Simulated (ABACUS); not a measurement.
# MgB2 in ABACUS: the effect of pseudo set

The system is MgB2.

```
Mg B
1.0
     3.08500    0.00000    0.00000
    -1.54250    2.67169    0.00000
     0.00000    0.00000    3.52300
Mg B
1 2
Direct
  0.00000 0.00000 0.00000
  0.66667 0.33333 0.50000
  0.33333 0.66667 0.50000
```

Alike in all runs:

| Quantity | Value |
| --- | --- |
| Program | ABACUS 3.10.1 |
| Task | single point |
| Functional | PBE |
| Basis | plane waves |
| k mesh | 7 × 7 × 6 |
| Occupations | fermi-dirac, width 0.05 eV |
| Spin | no spin polarisation |

```csv
pseudo set,cutoff,pressure (GPa)
Ansatz NC PBE,1143 eV,-1.1
GBRV ultrasoft 1.5 PBE,544 eV,-1.3
PseudoDojo NC SR 0.4.1 PBE standard,1143 eV,-1.1
SG15 ONCV 1.2 PBE,1143 eV,?
SPMS ONCV 1.0 PBE,1143 eV,-1.3
```

Q: What does the run with pseudo set SG15 ONCV 1.2 PBE give?

A: Pressure -1.9 GPa.
